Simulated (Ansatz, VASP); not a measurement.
WC (sol): VASP beside Ansatz

```
W C
1.0
     2.89858    0.00000    0.00000
    -1.44929    2.51024    0.00000
     0.00000    0.00000    2.82803
W C
1 1
Direct
  0.00000 0.00000 0.00000
  0.66667 0.33333 0.50000
```

Alike in both runs: task relaxation of cell and atoms; functional PBEsol; k mesh 18 × 18 × 14; occupations fermi-dirac, width 0.15 eV; no spin polarisation.

```csv
,VASP,Ansatz
version,VASP 6.6.1,Ansatz 0.2.0
potentials or method,"VASP PAW PBE potentials, release 64 (W_sv, C)","scalar-relativistic, plane waves, PAW"
plane-wave cutoff (eV),600,420
valence electrons in the cell,18,18
```

```csv
,VASP,Ansatz,Ansatz less VASP
"gap on the k mesh at the Fermi level, each at its own relaxed structure (eV)",none,none,-
relaxed volume (Å³/atom),10.32,10.29,-0.028
relaxed cell length with the largest relative difference (Å),2.830,2.827,-0.0028
```

A gap of «none» marks a metal or a gap that the smearing closes. Ansatz warned: «pseudo_functional_mismatch».

Caveats: the PAW data sets were made with another functional, which shifts forces and pressure a little (VASP). Spin-orbit coupling is left out, which matters for the levels of W. Zero-point motion and thermal expansion aren't in these numbers.
